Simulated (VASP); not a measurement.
Input of a VASP 6.6.1 run:

File INCAR:

```
PREC = Accurate ; ENCUT = 600
EDIFF = 1E-7 ; ISMEAR = 1
SIGMA = 0.1 ; LREAL = F
LASPH = T ; NELM = 80
ALGO = Normal ; ISIF = 3
LWAVE = F ; LCHARG = F
GGA = RP ; IBRION = 2
NSW = 90 ; EDIFFG = -0.005
```

KPOINTS

```
regular mesh
0
Gamma
  16 16 16
```

File POSCAR:

```
Rh                                      
1.0
    0.0000000000      1.9268191418      1.9268191418
    1.9268191418      0.0000000000      1.9268191418
    1.9268191418      1.9268191418      0.0000000000
  Rh            
     1
Direct
     0.0000000000000000    0.0000000000000000    0.0000000000000000
```

Potentials or basis: VASP PAW PBE potentials, release 64 (Rh_pv).

Run with:

```bash
$ cat potpaw_PBE.64/Rh_pv/POTCAR > POTCAR
$ mpirun -np 1 vasp_std > vasp.out
```

Problem. Predict the band gap on the k mesh.

Solution. None (metal or under the smearing width).

Final structure:
```cif
data_structure
_symmetry_space_group_name_H-M 'P 1'
_symmetry_Int_Tables_number 1
_cell_length_a 2.7249
_cell_length_b 2.7249
_cell_length_c 2.7249
_cell_angle_alpha 60.000
_cell_angle_beta 60.000
_cell_angle_gamma 60.000
_cell_volume 14.31
loop_
_atom_site_label
_atom_site_type_symbol
_atom_site_fract_x
_atom_site_fract_y
_atom_site_fract_z
_atom_site_occupancy
Rh1 Rh 0.00000 0.00000 0.00000 1
```

Caveat: the relaxation stopped at its first step, so nothing moved.
